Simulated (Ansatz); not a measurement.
The system is TiTe2.

```
Te Ti
1.0
     3.77700    0.00000    0.00000
    -1.88850    3.27098    0.00000
     0.00000    0.00000    6.49800
Te Ti
2 1
Direct
  0.33333 0.66667 0.73720
  0.66667 0.33333 0.26280
  0.00000 0.00000 0.00000
```

Program: Ansatz 0.2.0. Alike in all runs: level PBE; potentials or basis Ansatz PAW; cell as given; k mesh 8 × 8 × 4; cutoff (eV) 420. Hardware: 2 threads of AMD EPYC 9R45 96-Core Processor (Zen 5), on a shared host.

Task: Order these runs on this cell by their wall time, lowest first.
A. task band structure; spin off; smearing fermi-dirac 0.05 eV; points for each segment of the path 14
B. task single point; spin off; smearing gaussian 0.03 eV
C. task band structure; spin SOC, no magnetisation; smearing fermi-dirac 0.05 eV; points for each segment of the path 14

Result: B (0.96 s), A (2.2 s), C (17 s).

Not every run made on this cell is shown here.
